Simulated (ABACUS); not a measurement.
Ge, 2 atoms in the cell. Symmetry: I4_1/amd, No. 141, tetragonal system. Conventional cell: a = 5.149 Å, b = 5.149 Å, c = 2.795 Å, α = 90.00°, β = 90.00°, γ = 90.00°. Around Ge (site symmetry -4m2) lie 6 Ge at 2.67 to 2.79 Å. This isn't the form of Ge at room conditions, which is diamond.

* Program: ABACUS 3.10.1
* Task: single point
* Functional: rSCAN
* Potentials or basis: SG15 ONCV 1.2 PBE
* Cutoff: 1238 eV
* Density cutoff: 4952 eV
* Basis: plane waves
* k mesh: 7 × 7 × 7
* Occupations: fermi-dirac, width 0.05 eV
* Spin: no spin polarisation
* Radial cutoff of the potentials (pseudo_rcut): 10 bohr
* SCF threshold on the density: 1e-08
* Max SCF steps: 100
* Eigensolver: dav
* Mixing: broyden
* Mixing share: 0.7
* Symmetry key: 1
* Bands: 24

Potentials or basis: SG15 ONCV 1.2 PBE, plane waves.

The run is started by

```console
$ OMP_NUM_THREADS=1 python run_abacus.py > log
```

Hardware: 4 MPI ranks on Intel(R) Xeon(R) Platinum 8488C (Sapphire Rapids), with other jobs on the host.

Question: Estimate the wall time of this run.

Answer: Wall time 54 s on 4 MPI ranks on Intel(R) Xeon(R) Platinum 8488C (Sapphire Rapids), on a shared host, peak memory 0.36 GiB a rank. Counts: scf iterations 7, k points 40, bands 24, ranks 4.
